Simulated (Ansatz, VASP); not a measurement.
# One calculation of Rh, two programs

The input INCAR:

```
SYSTEM = Rh
ALGO = Fast
EDIFF = 1E-6
ENCUT = 520
GGA = PS
ISIF = 2
ISMEAR = 0
LASPH = .TRUE.
LCHARG = .FALSE.
LREAL = .FALSE.
LWAVE = .FALSE.
NBANDS = 22
NELM = 60
PREC = Accurate
SIGMA = 0.15
```

Contents of KPOINTS:

```
k-points
0
G
  18 18 12
  0 0 0
```

The input POSCAR:

```
Rh
1.0
    2.6490496710      0.0000000000      0.0000000000
   -1.3245248355      2.2941443109      0.0000000000
    0.0000000000      0.0000000000      4.3620616650
Rh
2
Direct
    0.6666666667      0.3333333333      0.7500000000
    0.3333333333      0.6666666667      0.2500000000
```

Input for Ansatz:

```yaml
crystal:
  lattice:
    - [2.649049671, 0.0, 0.0]
    - [-1.3245248355, 2.2941443109, 0.0]
    - [0.0, 0.0, 4.362061665]
  atoms:
    - { symbol: Rh, position: [0.6666666667, 0.3333333333, 0.75] }
    - { symbol: Rh, position: [0.3333333333, 0.6666666667, 0.25] }
basis:
  ecutwfc: 420
kpoints:
  mp_grid: { grid: [18, 18, 12] }
hamiltonian:
  xc: pbesol
scf:
  occupations: { method: gaussian, width: 0.15 }
output:
  forces: true
  stress: true
  eigenvalues: true
```

Change from the starting cell: strain -0.030 along x and y, -0.015 along z, atoms carried along.

Alike in both runs: task single point; functional PBEsol; k mesh 18 × 18 × 12; occupations gaussian, width 0.15 eV; no spin polarisation.

|  | VASP | Ansatz |
| --- | --- | --- |
| version | VASP 6.6.1 | Ansatz 0.2.0 |
| potentials or method | VASP PAW PBE potentials, release 64 (Rh_pv) | scalar-relativistic, plane waves, PAW |
| plane-wave cutoff (eV) | 520 | 420 |
| valence electrons in the cell | 30 | 34 |

```tsv
	VASP	Ansatz	Ansatz less VASP
gap on the k mesh at the Fermi level (eV)	none	none	-
pressure (GPa)	6.9	7.0	+0.10
largest component of the traceless stress (GPa)	4.40	4.40	+0.003
```

A gap of «none» marks a metal or a gap that the smearing closes. The two sets of potentials don't hold the same shells in valence.

Caveats: the PAW data sets were made with another functional, which shifts forces and pressure a little (VASP).
